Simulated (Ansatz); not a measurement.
Wanted: the native input for an Ansatz 0.2.0 run.

```
Task                : relaxation of cell and atoms
Functional          : PBE
Dispersion          : D3(BJ)
Potentials or basis : Ansatz PAW
Cutoff              : 420 eV (not typed: the program's choice for these potentials)
k mesh              : 7 × 7 × 7
Occupations         : fermi-dirac, width 0.05 eV
Spin                : no spin polarisation
```

SiO2:

```
Si O
1.0
     0.00000    4.71626    7.36278
     2.35958    0.00000    7.36278
     2.35958    4.71626    0.00000
Si O
4 8
Direct
  0.93677 0.93677 0.56323
  0.68677 0.68677 0.31323
  0.31323 0.31323 0.68677
  0.56323 0.56323 0.93677
  0.06344 0.43656 0.06344
  0.43656 0.06344 0.43656
  0.81344 0.18656 0.81344
  0.18656 0.81344 0.18656
  0.12500 0.62500 0.62500
  0.62500 0.62500 0.62500
  0.62500 0.62500 0.12500
  0.62500 0.12500 0.62500
```

The cell comes from a database or a generator and needn't be the stable form of this composition.

One way to write it, as run:

input.yaml

```yaml
crystal:
  lattice:
    - [0.0, 4.71625711, 7.3627753715]
    - [2.3595806657, 0.0, 7.3627753715]
    - [2.3595806657, 4.71625711, 0.0]
  atoms:
    - { symbol: Si, position: [0.93676892, 0.93676892, 0.56323108] }
    - { symbol: Si, position: [0.68676892, 0.68676892, 0.31323108] }
    - { symbol: Si, position: [0.31323108, 0.31323108, 0.68676892] }
    - { symbol: Si, position: [0.56323108, 0.56323108, 0.93676892] }
    - { symbol: O, position: [0.0634396, 0.4365604, 0.0634396] }
    - { symbol: O, position: [0.4365604, 0.0634396, 0.4365604] }
    - { symbol: O, position: [0.8134396, 0.1865604, 0.8134396] }
    - { symbol: O, position: [0.1865604, 0.8134396, 0.1865604] }
    - { symbol: O, position: [0.125, 0.625, 0.625] }
    - { symbol: O, position: [0.625, 0.625, 0.625] }
    - { symbol: O, position: [0.625, 0.625, 0.125] }
    - { symbol: O, position: [0.625, 0.125, 0.625] }
hamiltonian:
  xc: pbe
  pseudopotentials: { kind: paw }
  dispersion: d3bj
kpoints:
  mp_grid: { grid: [7, 7, 7] }
scf:
  occupations: { method: fermi_dirac, width: 0.05 }
output:
  forces: true
  stress: true
  eigenvalues: true
relax:
  f_tol: 0.01
  max_steps: 40
  cell: { stress_tol: 0.05 }
```

Potentials or basis: Ansatz PAW.

Command:

```bash
$ ansatz run input.yaml --threads 4 --pin off --max-ram 11264MiB --backend cpu --events-out ev --progress --plain --runs-dir out
```

It gave:

```json
{
  "Relaxed volume": "13.83 Å³/atom",
  "Relaxed cell": "a = 8.787 Å, b = 7.772 Å, c = 5.294 Å, α = 82.17°, β = 61.19°, γ = 36.64°",
  "Space group after relaxing (to 0.05 Å)": "Fddd (No. 70)",
  "Energy gained by relaxing": "3.0 meV/atom",
  "Ionic steps": "8",
  "Pressure after relaxing": "0.0 GPa",
  "Band gap on the k mesh": "5.68 eV, direct"
}
```

Caveat: odd divisions of the mesh miss points on the zone boundary, where band edges often lie, so the gap on the mesh can be too wide; the plane-wave basis is chosen anew once the cell has moved, so the energies of steps on either side of that aren't comparable; the pressure holds a Pulay correction of +0.6 GPa for the finite cutoff.

It took 51 s on 4 threads of Arm Neoverse V2, on a shared host, peak memory 0.75 GiB.
